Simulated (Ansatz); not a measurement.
Relaxation of Hf17O31

Computed with DFT PBE, scalar-relativistic, plane waves, PAW (Ansatz). (420 eV cutoff, 2×2×2 k-mesh, shifted by half a step, Gaussian smearing of 0.01 eV, no spin polarisation)

What was changed: Hf on a O site (Wyckoff letter d), charge +0, atoms relaxed at the host's cell.

Spin–orbit coupling is left out, which can shift energies with elements as heavy as these.

In a supercell of 48 atoms the defect feels its periodic images.

Spin polarisation was left out.

Command:

```bash
ansatz run input.yaml --threads 4 --pin off --max-ram 10240MiB --backend cpu --events-out ev --progress --plain --runs-dir out
```

Input:

```yaml
crystal:
  lattice:
    - [0.0, -7.208609557, -5.263967225]
    - [7.208609557, 0.0, 5.263967225]
    - [-7.208609557, 0.0, 5.263967225]
  atoms:
    - { symbol: Hf, position: [0.25, 0.25, 0.5] }
    - { symbol: Hf, position: [0.75, 0.5, 0.75] }
    - { symbol: Hf, position: [0.25, 0.5, 0.25] }
    - { symbol: Hf, position: [0.25, 0.0, 0.75] }
    - { symbol: Hf, position: [0.75, 0.25, 0.0] }
    - { symbol: Hf, position: [0.75, 0.75, 0.5] }
    - { symbol: Hf, position: [0.25, 0.75, 0.0] }
    - { symbol: Hf, position: [0.75, 0.0, 0.25] }
    - { symbol: Hf, position: [0.0, 0.5, 0.5] }
    - { symbol: Hf, position: [0.5, 0.75, 0.75] }
    - { symbol: Hf, position: [0.0, 0.75, 0.25] }
    - { symbol: Hf, position: [0.0, 0.25, 0.75] }
    - { symbol: Hf, position: [0.5, 0.5, 0.0] }
    - { symbol: Hf, position: [0.5, 0.0, 0.5] }
    - { symbol: Hf, position: [0.0, 0.0, 0.0] }
    - { symbol: Hf, position: [0.5, 0.25, 0.25] }
    - { symbol: Hf, position: [0.25, 0.2216260487, 0.7216260487] }
    - { symbol: O, position: [0.75, 0.4716260487, 0.9716260487] }
    - { symbol: O, position: [0.25, 0.4716260487, 0.4716260487] }
    - { symbol: O, position: [0.25, 0.9716260487, 0.9716260487] }
    - { symbol: O, position: [0.75, 0.2216260487, 0.2216260487] }
    - { symbol: O, position: [0.75, 0.7216260487, 0.7216260487] }
    - { symbol: O, position: [0.25, 0.7216260487, 0.2216260487] }
    - { symbol: O, position: [0.75, 0.9716260487, 0.4716260487] }
    - { symbol: O, position: [0.5, 0.5283739513, 0.7783739513] }
    - { symbol: O, position: [1.0, 0.7783739513, 0.0283739513] }
    - { symbol: O, position: [0.5, 0.7783739513, 0.5283739513] }
    - { symbol: O, position: [0.5, 0.2783739513, 0.0283739513] }
    - { symbol: O, position: [1.0, 0.5283739513, 0.2783739513] }
    - { symbol: O, position: [1.0, 0.0283739513, 0.7783739513] }
    - { symbol: O, position: [0.5, 0.0283739513, 0.2783739513] }
    - { symbol: O, position: [1.0, 0.2783739513, 0.5283739513] }
    - { symbol: O, position: [0.5, 0.2783739513, 0.5283739513] }
    - { symbol: O, position: [1.0, 0.5283739513, 0.7783739513] }
    - { symbol: O, position: [0.5, 0.5283739513, 0.2783739513] }
    - { symbol: O, position: [0.5, 0.0283739513, 0.7783739513] }
    - { symbol: O, position: [1.0, 0.2783739513, 0.0283739513] }
    - { symbol: O, position: [1.0, 0.7783739513, 0.5283739513] }
    - { symbol: O, position: [0.5, 0.7783739513, 0.0283739513] }
    - { symbol: O, position: [1.0, 0.0283739513, 0.2783739513] }
    - { symbol: O, position: [0.25, 0.9716260487, 0.4716260487] }
    - { symbol: O, position: [0.75, 0.2216260487, 0.7216260487] }
    - { symbol: O, position: [0.25, 0.2216260487, 0.2216260487] }
    - { symbol: O, position: [0.25, 0.7216260487, 0.7216260487] }
    - { symbol: O, position: [0.75, 0.9716260487, 0.9716260487] }
    - { symbol: O, position: [0.75, 0.4716260487, 0.4716260487] }
    - { symbol: O, position: [0.25, 0.4716260487, 0.9716260487] }
    - { symbol: O, position: [0.75, 0.7216260487, 0.2216260487] }
  host:
    lattice:
      - [3.6043047785, 0.0, 0.0]
      - [0.0, 3.6043047785, 0.0]
      - [0.0, 0.0, 5.263967225]
    atoms:
      - { symbol: Hf, position: [0.5, 0.5, 0.5] }
      - { symbol: Hf, position: [0.0, 0.0, 0.0] }
      - { symbol: O, position: [0.0, 0.5, 0.6932520973] }
      - { symbol: O, position: [0.5, 0.0, 0.8067479027] }
      - { symbol: O, position: [0.5, 0.0, 0.3067479027] }
      - { symbol: O, position: [0.0, 0.5, 0.1932520973] }
basis:
  ecutwfc: 420
  xc_grid: 2
kpoints:
  mp_grid: { grid: [2, 2, 2], shift: [0.5, 0.5, 0.5] }
hamiltonian:
  xc: pbe
scf:
  occupations: { method: gaussian, width: 0.01 }
output:
  forces: true
  stress: false
  eigenvalues: true
  charged_corrections: { defect_position: [0.25, 0.22162605, 0.72162605] }
  write_density: true
  write_potential: true
  elf: true
  volumetric_format: npy
relax:
  adjacent_minimum: "off"
  f_tol: 0.025
  max_steps: 45
```

F is the free energy.

Steps:

```
step F − F(1) (eV) largest force component (eV/Å)
   1         0.0000                          10.763
   2        -5.4513                           2.873
   3        -7.9987                           1.230
   4        -9.1827                           0.532
   5        -9.1738                           0.633
   6        -9.4320                           0.389
   7        -9.4549                           0.261
   8        -9.4679                           0.169
   9        -9.4771                           0.062
  10        -9.4814                           0.042
  11        -9.4799                           0.308
  12        -9.4917                           0.044
  13        -9.5122                           0.122
  14        -9.4972                           0.365
  15        -9.5391                           0.141
  16        -9.5522                           0.068
  17        -9.5540                           0.056
  18        -9.5529                           0.090
  19        -9.5550                           0.055
  20        -9.5554                           0.019
  21        -9.5554                           0.019
```

Relaxed structure:

```xyz
48
Lattice="0.0000 -7.2086 -5.2640 7.2086 0.0000 5.2640 -7.2086 0.0000 5.2640" Properties=species:S:1:pos:R:3 pbc="T T T"
Hf   -1.0495   -1.8022    2.6187
Hf   -1.8357   -5.2460    2.6694
Hf    1.9366   -1.8022    2.3749
Hf   -6.1591   -1.8022    2.6187
Hf    1.8357   -5.2460   -2.5946
Hf    1.8357   -5.5669    2.6694
Hf    5.2721   -1.8022    2.3749
Hf   -1.8357   -5.5669   -2.5946
Hf    0.0998    0.0463    5.1888
Hf    0.0998   -3.6507    5.1888
Hf    3.6043   -0.1592    5.2770
Hf   -3.6043    0.2690    5.4874
Hf    3.6043   -3.8733    0.2234
Hf   -3.6043   -3.4451    0.0131
Hf   -0.0998    0.0463   -0.0752
Hf   -0.0998   -3.6507   -0.0752
Hf   -3.6043   -1.8022    3.6168
O    -3.6043   -5.0276    3.7041
O     0.5980   -1.8022    3.9219
O    -0.5980   -1.8022    9.1859
O     0.0000   -5.4065   -1.6068
O     0.0000   -5.4065    3.6572
O     3.6043   -1.8022    3.7201
O     3.6043   -5.7853    3.7041
O    -1.7980   -3.3034    4.1346
O     5.2834   -6.8484   -0.9894
O     1.9252   -3.9645    4.2746
O     1.7980   -3.3034   -1.1294
O     1.9252   -6.8484   -0.9894
O    -5.4106   -7.5095   -1.1294
O    -1.9252   -3.9645   -0.9894
O    -1.7980   -7.5095   -1.1294
O    -1.4940   -3.4960    1.5427
O    -2.0439   -7.0684    1.6570
O     2.0439   -3.7445    1.6570
O    -5.7146   -3.4960    1.5427
O     2.0439   -7.0684   -3.6069
O     1.4940   -7.3169    1.5427
O     5.1647   -3.7445    1.6570
O    -1.4940   -7.3169   -3.7212
O     3.6043   -1.8022    6.4825
O    -3.6043   -5.0732    1.1983
O     0.4119   -1.8022    0.8932
O    -0.4119   -1.8022    6.1572
O     0.0000   -5.4065    6.2781
O     0.0000   -5.4065    1.0142
O    -3.6043   -1.8022    5.9376
O     3.6043   -5.7397    1.1983
```

The run converged. Time: 18 min on 4 threads of Arm Neoverse V2, with other jobs on the host, peak memory 3.2 GiB.